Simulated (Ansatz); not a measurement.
PbTe in the rocksalt structure, relaxed with r2SCAN in the PAW code Ansatz: space group Fm-3m (No. 225), cubic; a = 6.536 Å in the conventional setting, 34.90 Å³ an atom. Around Pb lie 6 Te at 3.27 Å; around Te lie 6 Pb at 3.27 Å. The cell was then strained (x, y and z are the cube axes), with the atoms relaxed again; stress is positive in compression. Calculated for a static, non-magnetic cell.

- Uniaxial -1.0 % along z, other directions held: r2SCAN's stress changes by +1.22 GPa along the strain and +0.06 GPa across it.
- Isotropic -1.0 % on every length: the pressure changes by +1.36 GPa.
- Epitaxial strain of -1.0 % in the (001) plane: the free normal strain is +0.10 % and the in-plane stress changes by +1.28 GPa.

Estimate C₁₁, C₁₂ and the bulk modulus from the uniaxial step.
With compression positive, C₁₁ ≈ −Δσ∥/ε = (-1.22)/(-0.0100) = 122 GPa and C₁₂ ≈ (-0.06)/(-0.0100) = 6 GPa; B = (C₁₁ + 2C₁₂)/3 = 45 GPa. A one-sided step carries third-order terms: it reads high by some per cent.

What bulk modulus does the isotropic step give?
Δ ln V = 3 ln(0.9900) = -0.0302, so B ≈ −ΔP/Δ ln V = 45 GPa, against 45 GPa from C₁₁ and C₁₂; one-sided steps of finite size carry third-order terms.

What do the film's normal strain and stress say about the elastic constants?
ε⊥/ε∥ = (+0.0010)/(-0.0100) = -0.10, which linear elasticity sets to −2C₁₂/C₁₁ = -0.10 from the uniaxial step. The biaxial modulus is M = −Δσ/ε∥ = 128 GPa (C₁₁ + C₁₂ − 2C₁₂²/C₁₁ = 127 GPa).

How much elastic energy does the film store, with 34.90 Å³ an atom?
u = M ε∥² = −Δσ ε∥ = -1.28 × (-0.0100) = 0.0128 GPa, and 1 GPa Å³ is 6.2415 meV: 2.79 meV an atom. The total energies of the two runs differ by 2.64 meV an atom.
